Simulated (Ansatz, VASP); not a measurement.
## One calculation of Ca, two programs

The input INCAR:

```
ALGO     = Normal         # electronic algorithm
EDIFF    = 1E-7           # SCF threshold, eV
ENCUT    = 520            # plane-wave cutoff, eV
GGA      = PE             # functional
ISIF     = 2              # what is computed and relaxed
ISMEAR   = -1             # smearing method
LASPH    = True           # aspherical terms in the spheres
LCHARG   = False          # write CHGCAR
LREAL    = False          # projectors in reciprocal space
LWAVE    = False          # write WAVECAR
NBANDS   = 11             # bands
NELM     = 60             # most SCF steps
PREC     = Accurate       # precision mode
SIGMA    = 0.05           # smearing width, eV
```

The input KPOINTS:

```
k-points
0
Gamma
  8 8 8
```

Contents of POSCAR:

```
Ca
1.0
    3.5570787373      0.0000000000      0.0000000000
    0.0000000000      3.5570787373      0.0000000000
    0.0000000000      0.0000000000      3.5570787373
Ca
1
Direct
    0.0000000000      0.0000000000      0.0000000000
```

Contents of input.yaml:

```yaml
crystal:
  lattice:
    - [3.5570787373, 0.0, 0.0]
    - [0.0, 3.5570787373, 0.0]
    - [0.0, 0.0, 3.5570787373]
  atoms:
    - { symbol: Ca, position: [0.0, 0.0, 0.0] }
hamiltonian:
  xc: pbe
  pseudopotentials: { kind: paw }
kpoints:
  mp_grid: { grid: [8, 8, 8] }
scf:
  occupations: { method: fermi_dirac, width: 0.05 }
output:
  forces: true
  stress: true
  eigenvalues: true
```

Change from the starting cell: volume scaled by 1.06.

Alike in both runs: task single point; functional PBE; k mesh 8 × 8 × 8; occupations fermi-dirac, width 0.05 eV; no spin polarisation.

|  | VASP | Ansatz |
| --- | --- | --- |
| version | VASP 6.6.1 | Ansatz 0.2.0 |
| potentials or method | VASP PAW PBE potentials, release 64 (Ca_sv) | Ansatz PAW |
| plane-wave cutoff (eV) | 520 | 420 |
| valence electrons in the cell | 10 | 10 |

|  | VASP | Ansatz | Ansatz less VASP |
| --- | --- | --- | --- |
| gap on the k mesh at the Fermi level (eV) | none | none | - |
| pressure (GPa) | -0.2 | -0.2 | -0.01 |

A gap of «none» marks a metal or a gap that the smearing closes.
